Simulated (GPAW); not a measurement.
Al:

```
CELL_PARAMETERS angstrom
-1.59122 1.59122 1.59122
1.59122 -1.59122 1.59122
1.59122 1.59122 -1.59122
ATOMIC_POSITIONS crystal
Al 0.00000 0.00000 0.00000
```

This isn't the form of Al at room conditions, which is fcc.

Base run:

```yaml
Program: GPAW 26.7.0
Functional: PBEsol
Potentials_or_basis: PAW data sets generated in the run's folder for this functional
Cutoff: 600 eV
Basis: pw
k_mesh: 12 × 12 × 12
Occupations: fermi-dirac, width 0.05 eV
Spin: no spin polarisation
```

Its results: pressure 2.4 GPa.

Problem. The run is repeated on the same cell with these changes: functional from PBEsol to SCAN; potentials or basis from PAW data sets generated in the run's folder for this functional to GPAW PAW data sets (gpaw-data 1.2.1). What comes out?

Solution. Pressure 3.5 GPa.

Caveats: the PAW data sets were made with another functional, which shifts forces and pressure a little (some runs).

Not every run made on this cell is shown here.
